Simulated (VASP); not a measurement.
CaO: single point with PBE

Crystal: CaO.

```
Ca O
1.0
     3.99198    0.00000    0.00000
    -1.99599    3.45715    0.00000
     0.00000    0.00000    4.78484
Ca O
2 2
Cartesian
  1.9956 1.0950 1.1650
  -0.0118 2.2471 3.5946
  1.9763 1.1464 3.5653
  0.0242 2.3194 1.2413
```

The cell comes from a database or a generator and needn't be the stable form of this composition.

The cell isn't the ideal one: atoms moved at random, drawn with an rms of 0.05 Å.

```yaml
Program: VASP 6.6.1
Task: single point
Functional: PBE
Potentials_or_basis: VASP PAW PBE potentials, release 64 (Ca_sv, O)
Cutoff: 520 eV
k_mesh: 8 × 8 × 6
Occupations: fermi-dirac, width 0.05 eV
Spin: no spin polarisation
```

The pressure is 1.7 GPa, the largest force is 0.604 eV/Å and the band gap on the k mesh is 3.16 eV, direct.

Forces in eV/Å, atoms in the order of the input:
```
Ca   0.057  0.434  0.331
Ca   0.013  0.308 -0.184
O    0.085 -0.278  0.207
O   -0.155 -0.464 -0.354
```

Stress tensor (GPa, compression positive):
```
 1.32 -0.34  0.00
-0.34  1.93 -0.05
 0.00 -0.05  1.74
```

Levels at points of the mesh, in eV from the valence-band top:
| k point | band 14 | band 15 | band 16 | band 17 | band 18 | band 19 |
| --- | --- | --- | --- | --- | --- | --- |
| (0.00, 0.00, 0.00) | -1.10 | -1.08 | 0.00 | 3.16 | 6.13 | 6.16 |
| (0.50, 0.00, 0.00) | -0.85 | -0.53 | -0.37 | 4.74 | 5.14 | 5.37 |
| (0.00, 0.50, 0.00) | -0.82 | -0.60 | -0.37 | 4.60 | 5.25 | 5.34 |
| (0.50, 0.50, 0.00) | -0.80 | -0.62 | -0.38 | 4.62 | 5.16 | 5.45 |
| (0.00, 0.00, 0.50) | -1.30 | -1.25 | -1.22 | 4.89 | 5.05 | 7.63 |
| (0.50, 0.00, 0.50) | -1.04 | -0.80 | -0.69 | 5.21 | 5.62 | 7.16 |
| (0.00, 0.50, 0.50) | -1.02 | -0.80 | -0.69 | 5.05 | 5.61 | 7.18 |
| (0.50, 0.50, 0.50) | -1.02 | -0.80 | -0.69 | 5.17 | 5.50 | 7.18 |

Wall time 4.4 min on 1 thread of Intel(R) Xeon(R) Platinum 8488C (Sapphire Rapids), with other jobs on the host, peak memory 0.37 GiB.

A k mesh can miss the band edges.
